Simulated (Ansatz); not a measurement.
# Elastic constants of ZnSe at 18 GPa (stress–strain coefficients): input and output

Computed with Ansatz 0.2.0, DFT PBE, scalar-relativistic, plane waves, PAW.

Launched with:
```bash
ansatz run input.yaml --threads 1 --pin off --max-ram 3072MiB --backend cpu --events-out ev --progress --plain --runs-dir out
```

Input (bare energies are in eV):
```yaml
crystal:
  lattice:
    - [0.0, 2.6805296698, 2.6805296698]
    - [2.6805296698, 0.0, 2.6805296698]
    - [2.6805296698, 2.6805296698, 0.0]
  atoms:
    - { symbol: Zn, position: [0.0, 0.0, 0.0] }
    - { symbol: Se, position: [0.75, 0.75, 0.75] }
basis:
  ecutwfc: 420
kpoints:
  mp_grid: { grid: [10, 10, 10] }
hamiltonian:
  xc: pbe
scf:
  occupations: { method: fixed }
output:
  forces: true
  stress: true
  eigenvalues: true
  polarization: {}
elastic:
  mode: relaxed_ion
  stencil: two_point
```

From the output:
```
--- Elastic constants: 2 strain directions × 2 members + reference (group order 24) ---
  dense FFT box of the reference and of every strained cell: 27×27×27
  strains applied: 11, 23; error gains: componentwise 1.00 (the most a stress slope's error grows in a printed constant), spectral 1.73 (1 for all six strains in a standard setting)
  C = ∂σ_k/∂η_j (tension-positive GPa; Voigt order 11 22 33 23 13 12):
       146.351    122.059    122.059     -0.000      0.000      0.000
       122.059    146.351    122.059     -0.000      0.000      0.000
       122.059    122.059    146.351     -0.000      0.000      0.000
         0.000     -0.000     -0.000     34.276     -0.000      0.000
         0.000      0.000     -0.000      0.000     34.276     -0.000
        -0.000      0.000     -0.000      0.000     -0.000     34.276
  reference stress σ⁰ (GPa):    -17.988    -17.988    -17.988     -0.000      0.000     -0.000
  C* (energy form; C + prestress term) asymmetry max|C*_kj − C*_jk| = 1.421e-14 GPa — a small one proves nothing (zero by symmetry where the batch's group is 432, −43m or m−3m); a large one is finite-difference/SCF noise where every solve ...
  moduli (Voigt/Reuss/Hill, GPa): K = 130.16/130.16/130.16   G = 25.42/19.83/22.63   E = 64.16   ν = 0.418
  mechanically stable: yes (min eigenvalue of sym C = 24.29 GPa)
  e, the proper piezoelectric tensor (elastic.mode: relaxed_ion; C/m²; rows x y z; Voigt order 11 22 33 23 13 12):
      -0.00000    0.00000    0.00000   -0.35722   -0.00000   -0.00000
      -0.00000   -0.00000    0.00000    0.00000   -0.35722    0.00000
      -0.00000    0.00000    0.00000   -0.00000    0.00000   -0.35722
  ±, each entry's uncertainty from the finite density of the strings (C/m²), an estimate: the size of the correction for it that the entry includes:
       0.00000    0.00000    0.00000    0.00320    0.00000    0.00000
       0.00000    0.00000    0.00000    0.00000    0.00320    0.00000
       0.00000    0.00000    0.00000    0.00000    0.00000    0.00320
  the group's symmetry takes up to 1.0e-8 C/m² out of the measured responses: error of the strings' finite density and of the mesh across them, as far as it breaks the symmetry (raise kpoints.mp_grid and any string_points); the largest step ...
  strain η (Voigt 11):  stress-route row diagonal C_11 = 146.35 GPa, energy-path curvature d²(F+E_count+ΔE)/dδ²/Ω₀ = 146.38 GPa
         δ    σ_11 (GPa) F (eV) n_scf n_hpsi n_pw
    -2.000e-3     -18.2812       -8789.1279964      10   49099    763   relax 0 steps, max|allowed force component| 4.16e-17 eV/Å
     2.000e-3     -17.6958       -8789.1452996       9   42321    765   relax 0 steps, max|allowed force component| 4.16e-17 eV/Å
  strain η (Voigt 23):  stress-route row diagonal C_44 = 34.28 GPa, energy-path curvature d²(F+E_count+ΔE)/dδ²/Ω₀ = 43.52 GPa
         δ    σ_23 (GPa) F (eV) n_scf n_hpsi n_pw
    -2.000e-3      -0.0686       -8789.1367008       7   52549    766   relax 3 steps, max|allowed force component| 1.53e-7 eV/Å
     2.000e-3       0.0686       -8789.1367008       7   52633    766   relax 3 steps, max|allowed force component| 1.54e-7 eV/Å
--- Formal polarisation (Berry phase): one branch of a lattice of values; only differences between neighbouring runs are physical ---
  axis mesh electronic ionic p = total spread (rad) least overlap resolved gap  δp at fixed H ≤   (phases in cycles; p mod 2; gap in eV; gap and δp judge the states as solved, not the mesh's step, its ...
  b1    10×10×10        0.50000000    12.00000000    12.50000000      0.211333         0.8720        1.9961           4.0e-6
  b2    10×10×10        0.50000000    12.00000000    12.50000000      0.211333         0.8720        1.9961           4.0e-6
  b3    10×10×10        0.50000000    12.00000000    12.50000000      0.211333         0.8720        1.9961           4.0e-6
  quantum along a1:   0.19682205 e/Å² =   315.343697 µC/cm²
  quantum along a2:   0.19682205 e/Å² =   315.343697 µC/cm²
  quantum along a3:   0.19682205 e/Å² =   315.343697 µC/cm²
  P = (  1.73967762,   1.73967762,   1.73967762) e/Å² = ( 2787.270828,  2787.270828,  2787.270828) µC/cm²  (mod the quanta)
```

It took 80 s on 1 thread of Intel(R) Xeon(R) 6975P-C (Granite Rapids), on a shared host, peak memory 0.66 GiB.

The real crystal has changed phase below this pressure.